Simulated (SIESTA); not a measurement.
# NiO (Fm-3m) in SIESTA: settings compared, part 3 of 3

SIESTA 5.4.2. Earlier steps stand in the parts before.

### Step 8. Single point, vdW-DF-cx, collinear spin, ferromagnetic start, 9.26 Å³/atom

NiO.fdf reads:

```
SystemName                      NiO
SystemLabel                     NiO
NumberOfSpecies                 2
NumberOfAtoms                   2
%block ChemicalSpeciesLabel
  1  28 Ni
  2   8 O
%endblock ChemicalSpeciesLabel

LatticeConstant                 1.0 Ang
%block LatticeVectors
     0.0000000000     2.0997159621     2.0997159621
     2.0997159621     0.0000000000     2.0997159621
     2.0997159621     2.0997159621     0.0000000000
%endblock LatticeVectors
AtomicCoordinatesFormat         Fractional
%block AtomicCoordinatesAndAtomicSpecies
     0.0000000000     0.0000000000     0.0000000000  1  Ni
     0.5000000000     0.5000000000     0.5000000000  2  O
%endblock AtomicCoordinatesAndAtomicSpecies

%block kgrid.MonkhorstPack
    8   0   0  0.0
    0   8   0  0.0
    0   0   8  0.0
%endblock kgrid.MonkhorstPack
XC.Functional                   VDW
XC.Authors                      BH
PAO.BasisSize                   DZP
PAO.EnergyShift                 0.003 Ry
Mesh.Cutoff                     800 Ry
Spin                            polarized
%block DM.InitSpin
    1   1.000
    2   0.000
%endblock DM.InitSpin
OccupationFunction              FD
ElectronicTemperature           0.05 eV
MaxSCFIterations                200
SCF.MustConverge                false
SCF.Mixer.Method                Pulay
SCF.Mixer.Weight                0.1
SCF.Mixer.History               10
SCF.DM.Tolerance                5.0e-05
SCF.H.Tolerance                 1.0e-03 eV
WriteForces                     true
Charge.Mulliken                 end
%block PAO.Basis
  Ni 5
  n=3 0 2
    2.437 0.000
  n=4 0 2
    7.109 0.000
  n=3 1 2
    2.721 0.000
  n=4 1 1
    7.109
  n=3 2 2
    4.466 0.000
%endblock PAO.Basis
```

Launch:

```
$ siesta < NiO.fdf > NiO.out 2>&1
```

Wall time 1.8 min (1 thread of Intel Xeon 6975P-C (Granite Rapids), shared host); peak memory 0.35 GiB.

The run converged. Its results:

```yaml
Free_energy: -5013.0713 eV
Pressure: -10.3 GPa
Band_gap_on_the_k_mesh: none (metal or under the smearing width)
Net_moment: 1.03 μB per cell
Site_moments: Ni +0.88; O +0.15 μB
```

Caveat: short orbitals over semicore shells can move pressures by several GPa; the potentials were made for another functional, which shifts forces and pressure; the basis of atomic orbitals isn't converged, which shifts pressures, moduli and gaps; a cell with one magnetic atom can't hold antiferromagnetic order, which such compounds often take; semilocal functionals often make such compounds metallic where correlation or magnetic order opens a gap, which also shifts bond lengths.

### Step 9. Single point, vdW-DF-cx, collinear spin, ferromagnetic start, 9.44 Å³/atom

NiO.fdf, as its differences from that of step 8:

```diff
@@ -11,5 +11,5 @@
 %block LatticeVectors
-     0.0000000000     2.0997159621     2.0997159621
-     2.0997159621     0.0000000000     2.0997159621
-     2.0997159621     2.0997159621     0.0000000000
+     0.0000000000     2.1133508634     2.1133508634
+     2.1133508634     0.0000000000     2.1133508634
+     2.1133508634     2.1133508634     0.0000000000
 %endblock LatticeVectors
```

Potentials or basis: PseudoDojo 0.4 standard (PBE files), DZP (energy shift 0.003 Ry; two zetas on semicore shells).

Launch:

```
$ siesta < NiO.fdf > NiO.out 2>&1
```

Wall time 1.7 min (1 thread of Intel Xeon 6975P-C (Granite Rapids), shared host); peak memory 0.35 GiB.

It converged, with:

- Free energy: -5013.0459 eV
- Pressure: -12.0 GPa
- Band gap on the k mesh: none (metal or under the smearing width)
- Net moment: 1.16 μB per cell
- Site moments: Ni +0.99; O +0.17 μB

Caveat: short orbitals over semicore shells can move pressures by several GPa; the potentials were made for another functional, which shifts forces and pressure; the basis of atomic orbitals isn't converged, which shifts pressures, moduli and gaps; a cell with one magnetic atom can't hold antiferromagnetic order, which such compounds often take; semilocal functionals often make such compounds metallic where correlation or magnetic order opens a gap, which also shifts bond lengths.

### Step 10. Equation of state, vdW-DF-cx, collinear spin, ferromagnetic start

This step only gathers the single runs of the series.

Results:

- Equilibrium volume: 8.76 Å³/atom
- Bulk modulus: 210 GPa
- Pressure derivative of the bulk modulus: 5.1 (rough: it moves with the points fitted)

Energy against volume, from the lowest point:
```tsv
volume (Å³/atom)	energy (meV/atom)
8.531	3.92
8.713	0.00
8.894	0.85
9.076	6.29
9.257	16.11
9.439	28.85
```

Caveat: short orbitals over semicore shells can move pressures by several GPa; the potentials were made for another functional, which shifts forces and pressure; the basis of atomic orbitals isn't converged, which shifts pressures, moduli and gaps.

### Step 11. Band structure, PBEsol, collinear spin, ferromagnetic start

NiO.fdf, as its differences from that of step 9:

```diff
@@ -11,5 +11,5 @@
 %block LatticeVectors
-     0.0000000000     2.1133508634     2.1133508634
-     2.1133508634     0.0000000000     2.1133508634
-     2.1133508634     2.1133508634     0.0000000000
+     0.0000000000     2.0859016414     2.0859016414
+     2.0859016414     0.0000000000     2.0859016414
+     2.0859016414     2.0859016414     0.0000000000
 %endblock LatticeVectors
@@ -22,8 +22,8 @@
 %block kgrid.MonkhorstPack
-    8   0   0  0.0
-    0   8   0  0.0
-    0   0   8  0.0
+   11   0   0  0.0
+    0  11   0  0.0
+    0   0  11  0.0
 %endblock kgrid.MonkhorstPack
-XC.Functional                   VDW
-XC.Authors                      BH
+XC.Functional                   GGA
+XC.Authors                      PBEsol
 PAO.BasisSize                   DZP
@@ -47,2 +47,17 @@
 Charge.Mulliken                 end
+BandLinesScale                  ReciprocalLatticeVectors
+%block BandLines
+    1    0.000000   0.000000   0.000000  \Gamma
+   12    0.500000   0.000000   0.500000  X
+    6    0.500000   0.250000   0.750000  W
+    4    0.375000   0.375000   0.750000  K
+   13    0.000000   0.000000   0.000000  \Gamma
+   11    0.500000   0.500000   0.500000  L
+    8    0.625000   0.250000   0.625000  U
+    4    0.500000   0.250000   0.750000  W
+    9    0.500000   0.500000   0.500000  L
+    8    0.375000   0.375000   0.750000  K
+    1    0.625000   0.250000   0.625000  U
+    4    0.500000   0.000000   0.500000  X
+%endblock BandLines
 %block PAO.Basis
@@ -52,3 +67,3 @@
   n=4 0 2
-    7.109 0.000
+    7.067 0.000
   n=3 1 2
@@ -56,3 +71,3 @@
   n=4 1 1
-    7.109
+    7.067
   n=3 2 2
```

Potentials or basis: PseudoDojo 0.4 standard (PBEsol files), DZP (energy shift 0.003 Ry; two zetas on semicore shells).

Launch:

```
$ siesta < NiO.fdf > NiO.out 2>&1
```

NiO.out:

```text
Version         : 5.4.2

[... 6 lines left out ...]
 NOTE: Please see the manual for full details and compatibility measures.

reinit: Reading from standard input
reinit: Dumping input in INPUT_TMP.65032
************************** Dump of input data file ****************************
SystemName                      NiO
SystemLabel                     NiO
NumberOfSpecies                 2
NumberOfAtoms                   2
%block ChemicalSpeciesLabel
  1  28 Ni
  2   8 O
%endblock ChemicalSpeciesLabel
LatticeConstant                 1.0 Ang
%block LatticeVectors
     0.0000000000     2.0859016414     2.0859016414
     2.0859016414     0.0000000000     2.0859016414
     2.0859016414     2.0859016414     0.0000000000
%endblock LatticeVectors
AtomicCoordinatesFormat         Fractional
%block AtomicCoordinatesAndAtomicSpecies
     0.0000000000     0.0000000000     0.0000000000  1  Ni
     0.5000000000     0.5000000000     0.5000000000  2  O
%endblock AtomicCoordinatesAndAtomicSpecies
%block kgrid.MonkhorstPack
   11   0   0  0.0
    0  11   0  0.0
    0   0  11  0.0
%endblock kgrid.MonkhorstPack
XC.Functional                   GGA
XC.Authors                      PBEsol
[... 802 lines left out ...]
mulliken: Spin UP

Species: Ni
Atom  Qatom  Qorb
               3s      3s      4s      4s      3py     3pz     3px     3py
               3pz     3px     4py     4pz     4px     3dxy    3dyz    3dz2
               3dxz    3dx2-y2 3dxy    3dyz    3dz2    3dxz    3dx2-y2
   1  9.175   0.980   0.014   0.339  -0.145   0.993   0.993   0.993   0.010
              0.010   0.010   0.059   0.059   0.059   1.062   1.062   0.950

              1.062   0.950  -0.078  -0.078  -0.025  -0.078  -0.025

Species: O
Atom  Qatom  Qorb
               2s      2s      2py     2pz     2px     2py     2pz     2px
               3Pdxy   3Pdyz   3Pdz2   3Pdxz   3Pdx2-y2
   2  3.541   0.957  -0.036   1.058   1.058   1.058  -0.194  -0.194  -0.194
              0.006   0.006   0.005   0.006   0.005

mulliken: Qtot =       12.716

mulliken: Spin DOWN

Species: Ni
Atom  Qatom  Qorb
               3s      3s      4s      4s      3py     3pz     3px     3py
               3pz     3px     4py     4pz     4px     3dxy    3dyz    3dz2
               3dxz    3dx2-y2 3dxy    3dyz    3dz2    3dxz    3dx2-y2
   1  7.987   0.982   0.015   0.315  -0.132   0.992   0.992   0.992   0.011
              0.011   0.011   0.059   0.059   0.059   1.079   1.079   0.393

              1.079   0.393  -0.111  -0.111  -0.035  -0.111  -0.035

Species: O
Atom  Qatom  Qorb
               2s      2s      2py     2pz     2px     2py     2pz     2px
               3Pdxy   3Pdyz   3Pdz2   3Pdxz   3Pdx2-y2
   2  3.297   0.940  -0.039   0.978   0.978   0.978  -0.188  -0.188  -0.188
              0.006   0.006   0.003   0.006   0.003

mulliken: Qtot =       11.284

Mulliken Atomic Populations:
Atom #   charge [q] valence [e]      Sz [e]  Species
     1     0.837901   17.162099    1.188238  Ni
     2    -0.837901    6.837901    0.244389  O
 Total     0.000000                1.432628

Job completed
```

It took 4.4 min on 1 thread of Intel Xeon Platinum 8375C at 2.90GHz (Ice Lake), shared host; peak memory 0.27 GiB.

Results:

```yaml
Free_energy: -5008.8256 eV
Pressure: -6.7 GPa
Band_gap_on_the_k_mesh: none (metal or under the smearing width)
Net_moment: 1.43 μB per cell
Site_moments: Ni +1.19; O +0.24 μB
```

Levels at the corners of the path, in eV from the Fermi level:
Spin up:
```csv
point,band 11,band 12,band 13,band 14,band 15,band 16
Γ,-2.44,-2.44,-2.44,1.48,20.92,20.92
X,-1.91,-1.39,-1.39,6.93,10.69,14.42
W,-1.70,-1.39,-1.02,9.23,10.83,10.83
K,-1.51,-1.30,-0.97,8.52,10.51,10.62
Γ,-2.44,-2.44,-2.44,1.48,20.92,20.92
L,-1.20,0.45,0.45,5.54,10.12,15.45
U,-1.51,-1.30,-0.97,8.52,10.51,10.62
W,-1.70,-1.39,-1.02,9.23,10.83,10.83
L,-1.20,0.45,0.45,5.54,10.12,15.45
K,-1.51,-1.30,-0.97,8.52,10.51,10.62
U,-1.51,-1.30,-0.97,8.52,10.51,10.62
X,-1.91,-1.39,-1.39,6.93,10.69,14.42
```
Spin down:
```
point  band 8  band 9  band 10  band 11  band 12  band 13  band 14  band 15
    Γ   -2.75   -1.66    -1.66    -1.66    -0.88    -0.88     1.75    21.15
    X   -4.10   -2.65    -0.52    -0.52    -0.46     0.10     7.27    11.03
    W   -5.43   -0.91    -0.91    -0.52    -0.03     0.73     9.64    11.14
    K   -4.67   -1.50    -0.66    -0.45     0.24     0.74     8.85    10.83
    Γ   -2.75   -1.66    -1.66    -1.66    -0.88    -0.88     1.75    21.15
    L   -5.06   -0.76    -0.76    -0.39     1.98     1.98     5.70    10.54
    U   -4.67   -1.50    -0.66    -0.45     0.24     0.74     8.85    10.83
    W   -5.43   -0.91    -0.91    -0.52    -0.03     0.73     9.64    11.14
    L   -5.06   -0.76    -0.76    -0.39     1.98     1.98     5.70    10.54
    K   -4.67   -1.50    -0.66    -0.45     0.24     0.74     8.85    10.83
    U   -4.67   -1.50    -0.66    -0.45     0.24     0.74     8.85    10.83
    X   -4.10   -2.65    -0.52    -0.52    -0.46     0.10     7.27    11.03
```

Caveat: short orbitals over semicore shells can move pressures by several GPa; the basis of atomic orbitals isn't converged, which shifts pressures, moduli and gaps; a cell with one magnetic atom can't hold antiferromagnetic order, which such compounds often take; semilocal functionals often make such compounds metallic where correlation or magnetic order opens a gap, which also shifts bond lengths.

### Step 12. Summary

| task | level | potentials or basis | k mesh | broadening (eV) | window from (eV) | window to (eV) | energy points | k mesh for the DOS | gap on the mesh (eV) | pressure (GPa) | moment (μB) |
| --- | --- | --- | --- | --- | --- | --- | --- | --- | --- | --- | --- |
| band structure | RPBE | PseudoDojo 0.4 standard (PBE files), DZP (energy shift 0.003 Ry; two zetas on semicore shells) | 11 × 11 × 11 | - | - | - | - | - | none | 13.4 | 1.84 |
| density of states | PBE | PseudoDojo 0.4 standard (PBE files), TZP (energy shift 0.003 Ry; two zetas on semicore shells) | 8 × 8 × 8 | 0.1 eV | -25 eV | 15 eV | 301 | 12 × 12 × 12 | none | 6.0 | 1.82 |
| equation of state | vdW-DF-cx | PseudoDojo 0.4 standard (PBE files), DZP (energy shift 0.003 Ry; two zetas on semicore shells) | 8 × 8 × 8 | - | - | - | - | - | - | - | - |
| band structure | PBEsol | PseudoDojo 0.4 standard (PBEsol files), DZP (energy shift 0.003 Ry; two zetas on semicore shells) | 11 × 11 × 11 | - | - | - | - | - | none | -6.7 | 1.43 |

Alike in all rows: spin collinear, ferromagnetic start; cell as given; smearing fermi-dirac 0.05 eV; grid cutoff 800 Ry; energy shift 0.003 Ry.

Caveats: short orbitals over semicore shells can move pressures by several GPa; the basis of atomic orbitals isn't converged, which shifts pressures, moduli and gaps; a cell with one magnetic atom can't hold antiferromagnetic order, which such compounds often take (some runs); semilocal functionals often make such compounds metallic where correlation or magnetic order opens a gap, which also shifts bond lengths (some runs); the potentials were made for another functional, which shifts forces and pressure (some runs).

Absolute energies hang on the potentials; compare differences alone.

### Step 13. Comparison with measurements

Step 2. The gap isn't set beside the deposited one, since this odd mesh misses points on the zone boundary.

Step 3. Against the measured gap of NiO, 4.3 eV (quoted in “Local correlations, non-local screening, multiplets, and band formation in NiO”, 2012, arxiv:1210.6675), the calculated 0.00 eV is off by -4.30 eV. So large a miss can be the level of theory's own, or it may mean another phase, state or a wrong row. The value is that of PBE in an atomic basis (PseudoDojo 0.4 standard (PBE files), TZP (energy shift 0.003 Ry; two zetas on semicore shells)), whose error adds to the functional's, on a finite k mesh, which can miss the band edges, without temperature or zero-point motion. Semilocal functionals fall short of measured gaps as a rule. The run's magnetic order (collinear spin, ferromagnetic start) needn't be the measured crystal's.

Step 11. The gap isn't set beside the deposited one, since this odd mesh misses points on the zone boundary.
